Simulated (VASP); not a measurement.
Au, 7 atoms in the cell. The cell holds a slab with vacuum, 7 atoms: a = 2.823 Å, b = 2.920 Å, c = 29.680 Å, α = 90.00°, β = 90.00°, γ = 118.91°.  The cell isn't the ideal one: the (0 0 1) slab of Au, cut from the database cell, not relaxed.

- Program: VASP 6.6.1
- Task: single point
- Functional: PBE
- Potentials or basis: VASP PAW PBE potentials, release 64 (Au)
- Cutoff: 520 eV
- k mesh: 11 × 11 × 1
- Occupations: fermi-dirac, width 0.05 eV
- Spin: no spin polarisation
- Dipole correction: yes
- Further INCAR settings: ALGO = Normal; EDIFF = 1e-07; NBANDS = 48

Potentials or basis: VASP PAW PBE potentials, release 64 (Au).

Launch:

```bash
$ cat potpaw_PBE.64/Au/POTCAR > POTCAR
$ mpirun -np 1 vasp_std > vasp.out
```

Hardware: 1 thread of Intel(R) Xeon(R) 6975P-C (Granite Rapids) (shared host).

Q: How long does it take, and how much memory?

A: Run time: 5.2 min on 1 thread of Intel(R) Xeon(R) 6975P-C (Granite Rapids) (shared host), peak memory 0.51 GiB. Counts: scf iterations 22, k points 36.
